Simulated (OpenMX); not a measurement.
## MnS in OpenMX: the effect of starting spin order

MnS:

```
Mn S
1.0
     0.00000    2.60450    2.60450
     2.60450    0.00000    2.60450
     2.60450    2.60450    0.00000
Mn S
1 1
Direct
  0.00000 0.00000 0.00000
  0.50000 0.50000 0.50000
```

Alike in all runs:

```yaml
Program: OpenMX 3.8.5
Task: single point
Functional: PBE
Potentials_or_basis: OpenMX 2013 PBE set, Mn6.0-s3p2d2, S7.0-s2p2d1f1, grid cutoff 400 Ry
k_mesh: 7 × 7 × 7
Occupations: fermi-dirac, width 0.05 eV
```

| starting spin order | spin | starting moments | energy over the lowest run (meV/atom) | pressure (GPa) | final net moment (μB) | final largest site moment (μB) |
| --- | --- | --- | --- | --- | --- | --- |
| fm | collinear spin, ferromagnetic start | [4.0, 0.0] μB | 0.0 | -1.8 | 4.71 | 4.53 |
| ferromagnetic start, larger moments | collinear spin, ferromagnetic start | [5.5, 0.0] μB | 0.0 | -1.8 | 4.71 | 4.53 |
| nm | collinear spin, zero start | [0.0, 0.0] μB | ? | ? | ? | ? |

Question: What does the run with starting spin order nm give?

Answer: Energy over the lowest run 1155.1 meV/atom; pressure -22.0 GPa; final net moment 0.00 μB; final largest site moment 0.00 μB.

Caveats: the basis of atomic orbitals isn't converged, which shifts pressures, moduli and gaps; a cell with one magnetic atom can't hold antiferromagnetic order, which such compounds often take (some runs).
